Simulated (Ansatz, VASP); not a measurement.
This is a calculation of InPd for Ansatz 0.2.0. The cell comes from a database or a generator and needn't be the stable form of this composition.

The input input.yaml:

```yaml
crystal:
  lattice:
    - [0.0, 2.74607, 2.74607]
    - [2.74607, 0.0, 2.74607]
    - [2.74607, 2.74607, 0.0]
  atoms:
    - { symbol: In, position: [0.0, 0.0, 0.0] }
    - { symbol: Pd, position: [0.5, 0.5, 0.5] }
hamiltonian:
  xc: pbe
  pseudopotentials: { kind: paw }
kpoints:
  mp_grid: { grid: [8, 8, 8] }
scf:
  occupations: { method: fermi_dirac, width: 0.05 }
output:
  forces: true
  stress: true
  eigenvalues: true
```

Potentials or basis: Ansatz PAW.

The run is started by

```bash
$ ansatz run input.yaml --threads 1 --pin off --max-ram 3584MiB --backend cpu --events-out ev --progress --plain --runs-dir out
```

Task: Translate it to VASP 6.6.1. Potentials or basis there: PBE PAW files In_d, Pd, 520 eV.

Result: As run (cutoffs and basis follow the program's own potentials, and thresholds, step limits or extra output files can differ):

INCAR

```
SYSTEM = InPd
PREC     = Accurate       ! precision mode
ENCUT    = 520            ! plane-wave cutoff, eV
EDIFF    = 1E-7           ! SCF threshold, eV
ISMEAR   = -1             ! smearing method
SIGMA    = 0.05           ! smearing width, eV
LREAL    = .False.        ! projectors in reciprocal space
LASPH    = .True.         ! aspherical terms in the spheres
NELM     = 100            ! most SCF steps
ALGO     = Normal         ! electronic algorithm
ISIF     = 2              ! what is computed and relaxed
LWAVE    = .False.        ! write WAVECAR
LCHARG   = .True.         ! write CHGCAR
GGA      = PE             ! functional
LELF     = .True.         ! ELF
LVHAR    = .True.       
NBANDS   = 18             ! bands
```

KPOINTS

```
Automatic mesh
0
Gamma
  8 8 8
  0 0 0
```

Contents of POSCAR:

```
InPd
1.0
    0.0000000000      2.7460700000      2.7460700000
    2.7460700000      0.0000000000      2.7460700000
    2.7460700000      2.7460700000      0.0000000000
In Pd
1 1
Direct
    0.0000000000      0.0000000000      0.0000000000
    0.5000000000      0.5000000000      0.5000000000
```

Potentials or basis: VASP PAW PBE potentials, release 64 (In_d, Pd).

Launch:

```sh
$ cat potpaw_PBE.64/In_d/POTCAR potpaw_PBE.64/Pd/POTCAR > POTCAR
$ mpirun -np 1 vasp_std > vasp.out
```

Both were run:

|  | Ansatz | VASP |
| --- | --- | --- |
| Pressure | 0.2 GPa | 0.2 GPa |

Ansatz's pressure holds a Pulay term of +0.07 GPa for its cutoff of 420 eV, which the other run lacks.

The potentials hold 31 and 23 valence electrons a cell.

Where Ansatz's input types no cutoff or centring, it takes its own default and a Γ-centred mesh.

Pressure is positive in compression.
